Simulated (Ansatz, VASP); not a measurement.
## Rb in VASP and in Ansatz

```
CELL_PARAMETERS angstrom
6.90406 0.00000 0.00000
0.00000 6.90406 0.00000
0.00000 0.00000 6.30347
ATOMIC_POSITIONS crystal
Rb 0.00000 0.50000 0.35305
Rb 0.50000 0.00000 0.64695
Rb 0.00000 0.00000 0.00000
```

Alike in both runs: task single point; functional PBE; k mesh 4 × 4 × 4; occupations gaussian, width 0.1 eV; no spin polarisation.

```csv
,VASP,Ansatz
version,VASP 6.6.1,Ansatz 0.2.0
potentials or method,"VASP PAW PBE potentials, release 64 (Rb_sv)","scalar-relativistic, plane waves, PAW"
plane-wave cutoff (eV),520,420
valence electrons in the cell,27,27
```

```csv
,VASP,Ansatz,Ansatz less VASP
gap on the k mesh at the Fermi level (eV),none,none,-
pressure (GPa),0.2,0.2,0.00
largest component of the traceless stress (GPa),0.12,0.12,0.000
rms of the force components (eV/Å),0.099,0.099,0.0000
```

Atom by atom the forces differ by 0.000 eV/Å (rms over components). A gap of «none» marks a metal or a gap that the smearing closes.
